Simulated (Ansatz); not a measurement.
**G0W0 run on NaI (Fm-3m)**

Method: G0W0@PBE, plasmon-pole screening, soft PAW set, first generation (Ansatz).

The input was:

```yaml
crystal:
  lattice:
    - [0.0, 2.7821, 2.7821]
    - [2.7821, 0.0, 2.7821]
    - [2.7821, 2.7821, 0.0]
  atoms:
    - { symbol: Na, position: [0.0, 0.0, 0.0] }
    - { symbol: I, position: [0.5, 0.5, 0.5] }
basis:
  precision: f64
  xc_grid: 2
kpoints:
  mp_grid: { grid: [4, 4, 4], shift: [0, 0, 0] }
hamiltonian:
  xc: pbe
  dispersion: none
  pseudopotentials: { kind: paw }
magnetization:
  spin_polarized: false
scf:
  lower_state_search: "off"
  max_iter: 200
  occupations: { method: fixed }
  convergence: { dr2_threshold: "1e-10 eV" }
output: {}
gw:
  n_empty_bands: 277
  ecut_chi: 200
  ecutfock_ratio: 2
  qp_bands: [v7, c2]
  plasmon_pole_fit_frequency: 16.0
```

Levels count from the highest filled Kohn-Sham level listed; ε_QP = ε_KS + Z(Σ − Vxc). VB is the top filled band, CB the lowest empty one. Points in brackets are given in fractions of the reciprocal vectors. The wave cutoff came out at 420 eV.

```csv
k,band,ε_KS (eV),Σx − Vxc (eV),Σc (eV),Z,ε_QP (eV)
Γ,VB,0.00,-2.71,1.23,0.81,-1.20
Γ,CB,5.51,4.90,-4.10,0.83,6.17
"(0, -0.5, -0.5)",CB,4.19,3.92,-3.44,0.83,4.59
Γ,CB+1,7.61,4.65,-3.94,0.83,8.20
```

The gap (from Γ to k = (0, -0.5, -0.5)) opens from 4.19 eV to 5.79 eV.

Electronic (ion-clamped) dielectric constant on this mesh, from the head of the inverse dielectric matrix: 4.5.

Soft PAW datasets can miss an all-electron G0W0 gap by more than 5 %. The cell is a model at fixed atoms and needn't be the relaxed known crystal. Spin-orbit coupling is left out. The mesh is coarse, so these are values at the stated settings, not converged ones. Band sums or response are cut, so the gap isn't at its basis limit. The gap is read on the mesh, and the crystal's band edges can lie off it. Meshes this coarse can overestimate the dielectric constant by a tenth and more.
